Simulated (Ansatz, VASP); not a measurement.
# One calculation of BN, two programs

```
B N
1.0
    -0.06796    1.74896    1.81239
     1.81239   -0.06796    1.81239
     1.74443    1.68100    0.00000
B N
1 1
Direct
  0.00000 0.00000 0.00000
  0.75000 0.75000 0.75000
```

Change from the starting cell: engineering shear strain xz -0.0750, normal strain along z -0.0350.

Alike in both runs: task single point; functional PBE; k mesh 12 × 12 × 12; occupations gaussian, width 0.05 eV; no spin polarisation.

```csv
,VASP,Ansatz
version,VASP 6.6.1,Ansatz 0.2.0
potentials or method,"VASP PAW PBE potentials, release 64 (B, N)","scalar-relativistic, plane waves, PAW"
plane-wave cutoff (eV),520,520
valence electrons in the cell,8,8
```

```tsv
	VASP	Ansatz	Ansatz less VASP
gap on the k mesh at the Fermi level (eV)	3.76	3.77	+0.013
least direct gap on the mesh (eV)	7.57	7.58	+0.011
pressure (GPa)	17.3	17.0	-0.31
largest component of the traceless stress (GPa)	38.23	38.00	-0.228
rms of the force components (eV/Å)	0.142	0.135	-0.0069
```

Atom by atom the forces differ by 0.007 eV/Å (rms over components). The functional is the same, so the differences come from potentials, cutoffs and numerics.

Caveats: so large a pressure means that the cell lies far from this level's equilibrium, or that cutoff or potentials fall short (VASP). A k mesh can miss the band edges.
